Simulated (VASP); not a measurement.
# NiO: self-consistent run

NiO, Fm-3m (no. 225), 2 atoms in the cell. SCAN; PAW potentials Ni, O (PBE set).

## Input

INCAR:
```
SYSTEM = NiO
ALGO = Normal
EDIFF = 1E-7
ENCUT = 520
GGA_COMPAT = .False.
ISIF = 2
ISMEAR = 0
ISPIN = 2
LASPH = .True.
LCHARG = .False.
LMAXMIX = 4
LMIXTAU = .True.
LORBIT = 11
LREAL = .False.
LWAVE = .False.
MAGMOM = 1 0
METAGGA = SCAN
NELM = 100
PREC = Accurate
SIGMA = 0.02
```

KPOINTS:
```
k-points
0
Gamma
  9 9 9
```

POSCAR:
```
NiO
1.0
    0.0000000000      2.0859016414      2.0859016414
    2.0859016414      0.0000000000      2.0859016414
    2.0859016414      2.0859016414      0.0000000000
Ni O
1 1
Direct
    0.0000000000      0.0000000000      0.0000000000
    0.5000000000      0.5000000000      0.5000000000
```

Commands:
```
cat potpaw_PBE.64/Ni/POTCAR potpaw_PBE.64/O/POTCAR > POTCAR
mpirun -np 1 vasp_std > vasp.out
```

## Result

- Pressure (GPa): 1.83
- Magnetisation (muB): 2.000
- Gap on the mesh (eV): 0.941
- Fermi level (eV): 7.689

Levels at the zone centre (eV from the valence top there):

| 1 | 2 | 3 | 4 | 5 | 6 |
|---|---|---|---|---|---|
| -0.653 | -0.653 | 4.236 | -0.000 | 0.000 | 3.017 |

VASP 6.6.1 took 32 s on 1 core (Intel Xeon 6975P-C (Granite Rapids)), a shared host.
